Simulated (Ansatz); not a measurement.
Bands of CaF2

```
Ca F
1.0
     0.00000    2.73125    2.73125
     2.73125    0.00000    2.73125
     2.73125    2.73125    0.00000
Ca F
1 2
Direct
  0.00000 0.00000 0.00000
  0.25000 0.25000 0.25000
  0.75000 0.75000 0.75000
```

Atoms are numbered in the order listed.

Conventional cell: a = 5.463 Å, b = 5.463 Å, c = 5.463 Å, α = 90.00°, β = 90.00°, γ = 90.00°. Around Ca (atom 1) lie 8 F at 2.37 Å. F (atom 2) has 4 Ca at 2.37 Å as nearest neighbours.

The geometry is COD entry 5000222, unchecked; take it as a test cell.

All numbers below come from DFT, LDA, all-electron LAPW, scalar-relativistic (Ansatz 0.2.0).

Numerical set-up: a Γ-centred 10×10×10 k mesh, Fermi–Dirac smearing of 0.03 eV, basis error target 0.5 meV/atom, no spin polarisation.

Points in fractions of the reciprocal vectors of this cell: Γ (0, 0, 0), X (0.5, 0, 0.5), U (0.625, 0.25, 0.625), K (0.375, 0.375, 0.75), L (0.5, 0.5, 0.5), W (0.5, 0.25, 0.75). The path runs Γ–X–U–K–Γ–L–W–X. Energies are in eV from the top of the valence band; (×n) counts levels within 4 meV of each other, which need not be degenerate by symmetry.

Question: Is there a gap, and where are the band edges?

Answer: 6.91 eV, indirect from X (0.5, 0, 0.5) to Γ.

Question: List the levels between -8 and 6 eV at the symmetry points.

Answer: 
Γ: -2.16 (×3), -0.26 (×3)
X: -2.79, -1.68 (×2), -0.37 (×2), 0.00
U: -2.51, -1.77, -1.54, -0.66, -0.45, -0.10
K: -2.51, -1.77, -1.54, -0.66, -0.45, -0.10
L: -1.55 (×2), -1.33, -1.27, -0.85 (×2)
W: -2.32, -2.19, -1.06 (×2), -0.29, -0.09

Kohn–Sham gaps of semilocal functionals usually fall short of measured ones.
